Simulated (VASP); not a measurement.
# InPd (Pm-3m) in VASP: notebook

Runs on InPd. Level: PBE. Tasks: single point.

Program: VASP 6.6.1. These are calculated values, not measurements. Logs are shortened: lines on timing, memory, paths and dates and some standing lists are left out, and cuts for length are marked.

### Step 1. The structure

Symmetry: Pm-3m, No. 221, cubic system. The conventional cell has a = 3.272 Å, b = 3.272 Å, c = 3.272 Å, α = 90.00°, β = 90.00°, γ = 90.00°. In (site symmetry m-3m) has 8 Pd at 2.83 Å as nearest neighbours. Pd (site symmetry m-3m) is surrounded by 8 In at 2.83 Å.

The cell comes from a database or a generator and needn't be the stable form of this composition.

### Step 2. Single point, PBE

The input, INCAR:

```
SYSTEM = InPd
ALGO = Normal
EDIFF = 1E-7
ENCUT = 520
GGA = PE
ISIF = 2
ISMEAR = 0
LASPH = .True.
LCHARG = .False.
LREAL = .False.
LWAVE = .False.
NBANDS = 18
NELM = 100
PREC = Accurate
SIGMA = 0.012
```

The input, KPOINTS:

```
k-points
0
Gamma
  8 8 8
  0 0 0
```

The input, POSCAR:

```
InPd
1.0
    3.2718847800      0.0000000000      0.0000000000
    0.0000000000      3.2718847800      0.0000000000
    0.0000000000      0.0000000000      3.2718847800
In Pd
1 1
Direct
    0.0000000000      0.0000000000      0.0000000000
    0.5000000000      0.5000000000      0.5000000000
```

Potentials or basis: VASP PAW PBE potentials, release 64 (In_d, Pd).

Started as:

```
$ cat potpaw_PBE.64/In_d/POTCAR potpaw_PBE.64/Pd/POTCAR > POTCAR
$ mpirun -np 1 vasp_std > vasp.out
```

OUTCAR:

```text
SYSTEM = InPd
   EDIFF = 1E-7
   ENCUT = 520
   GGA = PE
   ISIF = 2
   ISMEAR = 0
   LASPH = .True.
   LREAL = .False.
   NELM = 100
   PREC = Accurate

 ion  position               nearest neighbor table
   1  0.000  0.000  0.000-   2 2.83   2 2.83   2 2.83   2 2.83   2 2.83   2 2.83   2 2.83   2 2.83

   2  0.500  0.500  0.500-   1 2.83   1 2.83   1 2.83   1 2.83   1 2.83   1 2.83   1 2.83   1 2.83

  LATTYP: Found a simple cubic cell.
 ALAT       =     3.2718847800

  Lattice vectors:

 A1 = (   3.2718847800,   0.0000000000,   0.0000000000)
 A2 = (   0.0000000000,   3.2718847800,   0.0000000000)
 A3 = (   0.0000000000,   0.0000000000,   3.2718847800)

Analysis of symmetry for initial positions (statically):
=====================================================================
 Subroutine PRICEL returns:
 Original cell was already a primitive cell.

 Routine SETGRP: Setting up the symmetry group for a
 simple cubic supercell.

 Subroutine GETGRP returns: Found 48 space group operations
 (whereof 48 operations were pure point group operations)
 out of a pool of 48 trial point group operations.

The static configuration has the point symmetry O_h .

Analysis of symmetry for dynamics (positions and initial velocities):
=====================================================================
 Subroutine PRICEL returns:
 Original cell was already a primitive cell.

 Routine SETGRP: Setting up the symmetry group for a
 simple cubic supercell.

 Subroutine GETGRP returns: Found 48 space group operations
 (whereof 48 operations were pure point group operations)
 out of a pool of 48 trial point group operations.

The dynamic configuration has the point symmetry O_h .

 Subroutine INISYM returns: Found 48 space group operations
 (whereof 48 operations are pure point group operations),
 and found     1 'primitive' translations

----------------------------------------------------------------------------------------

                                     Primitive cell

  volume of cell :      35.0263

  direct lattice vectors                    reciprocal lattice vectors
     3.271884780  0.000000000  0.000000000     0.305634234  0.000000000  0.000000000
     0.000000000  3.271884780  0.000000000     0.000000000  0.305634234  0.000000000
     0.000000000  0.000000000  3.271884780     0.000000000  0.000000000  0.305634234

  length of vectors
     3.271884780  3.271884780  3.271884780     0.305634234  0.305634234  0.305634234

  position of ions in fractional coordinates (direct lattice)
     0.000000000  0.000000000  0.000000000
     0.500000000  0.500000000  0.500000000

  ion indices of the primitive-cell ions
   primitive index   ion index
                 1           1
                 2           2

----------------------------------------------------------------------------------------

 KPOINTS: k-points

Automatic generation of k-mesh.
 Grid dimensions read from file:
 generate k-points for:    8    8    8

 Generating k-lattice:

  Cartesian coordinates                     Fractional coordinates (reciprocal lattice)
     0.038204279  0.000000000  0.000000000     0.125000000  0.000000000  0.000000000
     0.000000000  0.038204279  0.000000000     0.000000000  0.125000000  0.000000000
     0.000000000  0.000000000  0.038204279     0.000000000  0.000000000  0.125000000

  Length of vectors
     0.038204279  0.038204279  0.038204279

  Shift w.r.t. Gamma in fractional coordinates (k-lattice)
     0.000000000  0.000000000  0.000000000

 Subroutine IBZKPT returns following result:
 ===========================================

 Found     35 irreducible k-points:

 Following reciprocal coordinates:
            Coordinates               Weight
  0.000000  0.000000  0.000000      1.000000
  0.125000  0.000000  0.000000      6.000000
  0.250000  0.000000  0.000000      6.000000
  0.375000  0.000000  0.000000      6.000000
  0.500000  0.000000  0.000000      3.000000
  0.125000  0.125000  0.000000     12.000000
[... 16 lines left out ...]
  0.375000  0.375000  0.125000     24.000000
  0.500000  0.375000  0.125000     24.000000
 [... further k-points ...]
   k-points           NKPTS =     35   k-points in BZ     NKDIM =     35   number of bands    NBANDS=     18
   number of dos      NEDOS =    301   number of ions     NIONS =      2
   total plane-waves  NPLWV =  13824
   dimension x,y,z NGX =    24 NGY =   24 NGZ =   24
   dimension x,y,z NGXF=    48 NGYF=   48 NGZF=   48
   ions per type =               1   1
   NGX,Y,Z   is equivalent  to a cutoff of  12.19, 12.19, 12.19 a.u.
   NGXF,Y,Z  is equivalent  to a cutoff of  24.39, 24.39, 24.39 a.u.
 SYSTEM =  InPd
   PREC   = accura    normal or accurate (medium, high low for compatibility)
   ISTART =      0    job   : 0-new  1-cont  2-samecut
   ICHARG =      2    charge: 1-file 2-atom 10-const
   ISPIN  =      1    spin polarized calculation?
   LNONCOLLINEAR =      F non collinear calculations
   LSORBIT =      F    spin-orbit coupling
   LASPH  =      T    aspherical Exc in radial PAW
   ENCUT  =  520.0 eV  38.22 Ry    6.18 a.u.   6.08  6.08  6.08*2*pi/ulx,y,z
   NELM   =    100;   NELMIN=  2; NELMDL= -5     # of ELM steps
   EDIFF  = 0.1E-06   stopping-criterion for ELM
   LREAL  =      F    real-space projection
   EDIFFG = 0.1E-05   stopping-criterion for IOM
   NSW    =      0    number of steps for IOM
   IBRION =     -1    ionic relax: 0-MD 1-quasi-New 2-CG
   NFREE  =      0    steps in history (QN), initial steepest desc. (CG)
   ISIF   =      2    stress and relaxation
   ISYM   =      2    0-nonsym 1-usesym 2-fastsym
   POTIM  = 0.5000    time-step for ionic-motion
   TEBEG  =    0.0;   TEEND  =   0.0 temperature during run
   PSTRESS=    0.0 pullay stress
   NELECT =      23.0000    total number of electrons
   NUPDOWN=      -1.0000    fix difference up-down
   EMIN   =  10.00;   EMAX   =-10.00  energy-range for DOS
   EFERMI =   0.00;   METHOD = LEGACY
   ISMEAR =     0;   SIGMA  =   0.01  broadening in eV -4-tet -1-fermi 0-gaus
   EFERMI_NEDOS =   21; number of points for ismear=-14 and -15
   IALGO  =     38    algorithm
   IMIX   =      4    mixing-type and parameters
     AMIX     =   0.40;   BMIX     =  1.00
     AMIX_MAG =   1.60;   BMIX_MAG =  1.00
  volume/ion in A,a.u.               =      17.51       118.18
[... 20 lines left out ...]
  ext. energy  EPLUGINS =         0.00000000
  ---------------------------------------------------
  free energy    TOTEN  =        -8.73003831 eV

  energy without entropy =       -8.72960288  energy(sigma->0) =       -8.72982060

 E-fermi :  10.3823     XC(G=0): -12.2308

 val. band max:       10.3709435599   @ k =   0.3750   0.2500   0.1250
 cond. band min:      10.3915032111   @ k =   0.3750   0.3750   0.1250
 fundamental gap:      0.0205596513
 Fermi energy:        10.3823008254

 k-point     1 :       0.0000    0.0000    0.0000
  band No.  band energies     occupation
      1      -4.4841      2.00000
      2      -4.4841      2.00000
      3      -4.0759      2.00000
      4      -4.0759      2.00000
      5      -4.0759      2.00000
      6       0.4288      2.00000
[... 10 lines left out ...]
     17      21.0710      0.00000
     18      26.5067      0.00000

 k-point     2 :       0.1250    0.0000    0.0000
  band No.  band energies     occupation
      1      -4.4757      2.00000
      2      -4.4326      2.00000
      3      -4.0916      2.00000
      4      -4.0916      2.00000
      5      -4.0712      2.00000
      6       0.6768      2.00000
[... 10 lines left out ...]
     17      22.5650      0.00000
     18      25.9795      0.00000

 k-point     3 :       0.2500    0.0000    0.0000
  band No.  band energies     occupation
      1      -4.4554      2.00000
      2      -4.3088      2.00000
      3      -4.1292      2.00000
      4      -4.1292      2.00000
      5      -4.0600      2.00000
      6       1.4151      2.00000
[... 10 lines left out ...]
     17      25.1306      0.00000
     18      25.4528      0.00000

 k-point     4 :       0.3750    0.0000    0.0000
  band No.  band energies     occupation
      1      -4.4349      2.00000
      2      -4.1859      2.00000
      3      -4.1664      2.00000
      4      -4.1664      2.00000
      5      -4.0487      2.00000
      6       2.6095      2.00000
[... 10 lines left out ...]
     17      23.1511      0.00000
     18      23.1511      0.00000

 k-point     5 :       0.5000    0.0000    0.0000
  band No.  band energies     occupation
      1      -4.4264      2.00000
      2      -4.1817      2.00000
      3      -4.1817      2.00000
      4      -4.1353      2.00000
      5      -4.0440      2.00000
      6       3.9150      2.00000
[... 10 lines left out ...]
     17      21.2170      0.00000
     18      21.4086      0.00000

 k-point     6 :       0.1250    0.1250    0.0000
  band No.  band energies     occupation
      1      -4.4473      2.00000
      2      -4.4015      2.00000
      3      -4.1110      2.00000
      4      -4.0960      2.00000
      5      -4.0808      2.00000
      6       0.9220      2.00000
[... 10 lines left out ...]
     17      22.6603      0.00000
     18      24.9369      0.00000

 k-point     7 :       0.2500    0.1250    0.0000
  band No.  band energies     occupation
      1      -4.4214      2.00000
      2      -4.2841      2.00000
      3      -4.1570      2.00000
      4      -4.1316      2.00000
      5      -4.0784      2.00000
      6       1.6476      2.00000
[... 10 lines left out ...]
     17      23.0692      0.00000
     18      25.1681      0.00000

 k-point     8 :       0.3750    0.1250    0.0000
  band No.  band energies     occupation
      1      -4.4019      2.00000
      2      -4.2020      2.00000
      3      -4.1706      2.00000
      4      -4.1611      2.00000
      5      -4.0723      2.00000
      6       2.8042      2.00000
[... 10 lines left out ...]
     17      22.9435      0.00000
     18      23.3022      0.00000
[... 229 lines left out ...]
     17      23.5821      0.00000
     18      23.7315      0.00000

 k-point    20 :       0.2500    0.2500    0.1250
  band No.  band energies     occupation
      1      -4.3160      2.00000
      2      -4.2200      2.00000
      3      -4.1907      2.00000
      4      -4.1621      2.00000
      5      -4.1457      2.00000
      6       2.5143      2.00000
[... 10 lines left out ...]
     17      23.0998      0.00000
     18      23.2907      0.00000

 k-point    21 :       0.3750    0.2500    0.1250
  band No.  band energies     occupation
      1      -4.2933      2.00000
      2      -4.2818      2.00000
      3      -4.2043      2.00000
      4      -4.1531      2.00000
      5      -4.0722      2.00000
      6       3.4698      2.00000
[... 10 lines left out ...]
     17      22.9261      0.00000
     18      24.0599      0.00000

 k-point    22 :       0.5000    0.2500    0.1250
  band No.  band energies     occupation
      1      -4.3102      2.00000
      2      -4.2838      2.00000
      3      -4.2231      2.00000
      4      -4.1535      2.00000
      5      -4.0209      2.00000
      6       4.1739      2.00000
[... 10 lines left out ...]
     17      22.8261      0.00000
     18      24.7942      0.00000

 k-point    23 :       0.3750    0.3750    0.1250
  band No.  band energies     occupation
      1      -4.3576      2.00000
      2      -4.2535      2.00000
      3      -4.2141      2.00000
      4      -4.2041      2.00000
      5      -3.9682      2.00000
      6       4.0714      2.00000
[... 10 lines left out ...]
     17      21.4290      0.00000
     18      23.6239      0.00000

 k-point    24 :       0.5000    0.3750    0.1250
  band No.  band energies     occupation
      1      -4.3875      2.00000
      2      -4.2439      2.00000
      3      -4.2316      2.00000
      4      -4.2113      2.00000
      5      -3.9194      2.00000
      6       4.3781      2.00000
[... 10 lines left out ...]
     17      21.5765      0.00000
     18      23.5582      0.00000

 [... further k-points ...]

------------------------ aborting loop because EDIFF is reached ----------------------------------------

  FORCE on cell =-STRESS in cart. coord.  units (eV):
  Direction    XX          YY          ZZ          XY          YZ          ZX
  --------------------------------------------------------------------------------------
  -------------------------------------------------------------------------------------
  Total        0.8292309      0.8292309      0.8292309     -0.0000000      0.0000000     -0.0000000
  in kB       37.9308049     37.9308049     37.9308049     -0.0000000      0.0000000     -0.0000000
  external PRESSURE =      37.9308049 kB  Pullay stress =       0.0000000 kB

 VOLUME and BASIS-vectors are now :
 -----------------------------------------------------------------------------
  energy-cutoff  :      520.00
  volume of cell :       35.03
      direct lattice vectors                 reciprocal lattice vectors
     3.271884780  0.000000000  0.000000000     0.305634234  0.000000000  0.000000000
     0.000000000  3.271884780  0.000000000     0.000000000  0.305634234  0.000000000
     0.000000000  0.000000000  3.271884780     0.000000000  0.000000000  0.305634234

 POSITION                                       TOTAL-FORCE (eV/Angst)
 -----------------------------------------------------------------------------------
      0.00000      0.00000      0.00000         0.000000      0.000000      0.000000
      1.63594      1.63594      1.63594         0.000000      0.000000      0.000000
 -----------------------------------------------------------------------------------
    total drift:                                0.000000      0.000000     -0.000000

  FREE ENERGIE OF THE ION-ELECTRON SYSTEM (eV)
  ---------------------------------------------------
  free  energy   TOTEN  =        -8.7300383147 eV

  energy  without entropy=       -8.7296028763  energy(sigma->0) =       -8.72982060
```

Run time: 6 s. Hardware: 1 thread of Intel Xeon 6975P-C (Granite Rapids), shared host; peak memory 0.15 GiB.

What came out:

| Property | Result |
| --- | --- |
| Free energy | -8.7300 eV |
| Pressure | 3.8 GPa |
| Band gap on the k mesh | none (metal or under the smearing width) |

Levels at points of the mesh, in eV from the Fermi level:
```csv
k point,band 8,band 9,band 10,band 11,band 12,band 13,band 14,band 15
"(0.00, 0.00, 0.00)",-3.69,-2.15,-2.15,-2.15,4.33,4.33,4.33,9.55
"(0.50, 0.00, 0.00)",-3.68,-3.14,-3.14,-2.22,-0.99,9.67,9.67,10.00
"(0.50, 0.50, 0.00)",-2.56,-2.56,-2.21,-2.21,-1.57,1.57,2.59,9.58
"(0.50, 0.50, 0.50)",-4.75,-1.53,-1.53,0.03,3.90,3.90,3.90,4.51
```

### Step 3. Single point, PBE

The input, INCAR:

```
PREC = Accurate
ENCUT = 520
EDIFF = 1E-7
ISMEAR = 0
SIGMA = 0.1
LREAL = False
LASPH = True
NELM = 60
ALGO = Fast
ISIF = 2
LWAVE = False
LCHARG = False
GGA = PE
```

The input, KPOINTS:

```
regular mesh
0
Gamma
  8 8 8
```

The input, POSCAR:

```
InPd
3.2719
    0.999995348269      0.000000000000      0.000000000000
    0.000000000000      0.999995348269      0.000000000000
    0.000000000000      0.000000000000      0.999995348269
In Pd
1 1
Direct
    0.0000000000      0.0000000000      0.0000000000
    0.5000000000      0.5000000000      0.5000000000
```

Potentials or basis: VASP PAW PBE potentials, release 64 (In_d, Pd).

Started as:

```
$ cat potpaw_PBE.64/In_d/POTCAR potpaw_PBE.64/Pd/POTCAR > POTCAR
$ mpirun -np 1 vasp_std > vasp.out
```

Run time: 10 s. Hardware: 1 thread of Intel Xeon Platinum 8488C (Sapphire Rapids), shared host; peak memory 0.14 GiB.

Results (log left out):

* Free energy: -8.7362 eV
* Pressure: 3.9 GPa
* Band gap on the k mesh: none (metal or under the smearing width)

Levels at points of the mesh, in eV from the Fermi level:
| k point | band 9 | band 10 | band 11 | band 12 | band 13 | band 14 | band 15 |
| --- | --- | --- | --- | --- | --- | --- | --- |
| (0.00, 0.00, 0.00) | -2.18 | -2.18 | -2.18 | 4.31 | 4.31 | 4.31 | 9.53 |
| (0.50, 0.00, 0.00) | -3.16 | -3.16 | -2.25 | -1.02 | 9.65 | 9.65 | 9.98 |
| (0.50, 0.50, 0.00) | -2.59 | -2.23 | -2.23 | -1.60 | 1.55 | 2.57 | 9.57 |
| (0.50, 0.50, 0.50) | -1.56 | -1.56 | 0.01 | 3.88 | 3.88 | 3.88 | 4.49 |

### Step 4. Single point, PBE

The input, run.py:

```python
from ase.calculators.vasp import Vasp
from ase.dft.bandgap import bandgap
from ase.io import read

atoms = read('POSCAR')
calc = Vasp(
    directory='calc',
    xc='pbe',
    pp='PBE',
    setups='recommended',
    prec='Accurate',
    encut=520,
    ediff=1e-06,
    ismear=0,
    sigma=0.1,
    lreal=False,
    lasph=True,
    nelm=80,
    algo='Fast',
    isif=2,
    lwave=False,
    lcharg=False,
    kpts=[8, 8, 8],
    gamma=True,
)
atoms.calc = calc

print('energy (eV):', atoms.get_potential_energy())
print('free energy (eV):', atoms.get_potential_energy(force_consistent=True))
print('forces (eV/A):')
print(atoms.get_forces())
print('stress (eV/A^3, Voigt):', atoms.get_stress())
print('Fermi level (eV):', calc.get_fermi_level())
gap, top, bottom = bandgap(calc)
print('band gap (eV):', gap, 'from (spin, k, band)', top, 'to', bottom)
```

The input, POSCAR:

```
InPd
1.0
    3.2718847800      0.0000000000      0.0000000000
    0.0000000000      3.2718847800      0.0000000000
    0.0000000000      0.0000000000      3.2718847800
In Pd
1 1
Direct
    0.0000000000      0.0000000000      0.0000000000
    0.5000000000      0.5000000000      0.5000000000
```

Started as:

```
$ python run.py
```

Wall time 11 s (1 thread of Intel Xeon Platinum 8488C (Sapphire Rapids), shared host); peak memory 0.14 GiB.

Results (log left out):

```yaml
Free_energy: -8.7362 eV
Pressure: 3.8 GPa
Band_gap_on_the_k_mesh: none (metal or under the smearing width)
```

Levels at points of the mesh, in eV from the Fermi level:
```
           k point  band 8  band 9  band 10  band 11  band 12  band 13  band 14  band 15
(0.00, 0.00, 0.00)   -3.72   -2.18    -2.18    -2.18     4.31     4.31     4.31     9.53
(0.50, 0.00, 0.00)   -3.70   -3.16    -3.16    -2.25    -1.02     9.65     9.65     9.98
(0.50, 0.50, 0.00)   -2.59   -2.59    -2.23    -2.23    -1.60     1.55     2.57     9.57
(0.50, 0.50, 0.50)   -4.77   -1.56    -1.56     0.01     3.88     3.88     3.88     4.49
```

### Step 5. Single point, PBE

The input, INCAR:

```
ALGO = Normal ; EDIFF = 1E-6
ENCUT = 520 ; GGA = PE
ISIF = 2 ; ISMEAR = 0
LASPH = True ; LCHARG = False
LREAL = False ; LWAVE = False
NELM = 100 ; PREC = Accurate
SIGMA = 0.026000000000000002
```

The input, KPOINTS:

```
k-points
0
Gamma
  8 8 8
```

POSCAR is that of step 4.

Started as:

```
$ cat potpaw_PBE.64/In_d/POTCAR potpaw_PBE.64/Pd/POTCAR > POTCAR
$ mpirun -np 1 vasp_std > vasp.out
```

Run time: 5 s. Hardware: 1 thread of Intel Xeon 6975P-C (Granite Rapids), shared host; peak memory 0.15 GiB.

It converged, with:

| Quantity | Value |
| --- | --- |
| Free energy | -8.7308 eV |
| Pressure | 3.7 GPa |
| Band gap on the k mesh | none (metal or under the smearing width) |

Levels at points of the mesh, in eV from the Fermi level:
```csv
k point,band 8,band 9,band 10,band 11,band 12,band 13,band 14,band 15
"(0.00, 0.00, 0.00)",-3.70,-2.15,-2.15,-2.15,4.33,4.33,4.33,9.54
"(0.50, 0.00, 0.00)",-3.68,-3.14,-3.14,-2.23,-1.00,9.67,9.67,9.99
"(0.50, 0.50, 0.00)",-2.57,-2.57,-2.21,-2.21,-1.58,1.57,2.59,9.58
"(0.50, 0.50, 0.50)",-4.75,-1.54,-1.54,0.03,3.90,3.90,3.90,4.50
```

### Step 6. The reference run

An earlier run on the cell as given: functional PBE; potentials or basis VASP PAW PBE potentials, release 64 (In_d, Pd); cutoff 520 eV; k mesh 8 × 8 × 8; occupations fermi-dirac, width 0.05 eV; no spin polarisation.

- Pressure: 3.7 GPa
- Band gap on the k mesh: none (metal or under the smearing width)

### Step 7. The runs side by side

| smearing | gap on the mesh (eV) | pressure (GPa) |
| --- | --- | --- |
| gaussian 0.012 eV | none | 3.8 |
| gaussian 0.1 eV | none | 3.8 |
| gaussian 0.026 eV | none | 3.7 |
| fermi-dirac 0.05 eV | none | 3.7 |

Alike in all rows: task single point; level PBE; potentials or basis VASP PAW PBE potentials, release 64 (In_d, Pd); no spin polarisation; cell as given; k mesh 8 × 8 × 8; cutoff (eV) 520.

Every run on the cell as given and a fine mesh finds a metal.

Absolute energies hang on the potentials; compare differences alone.
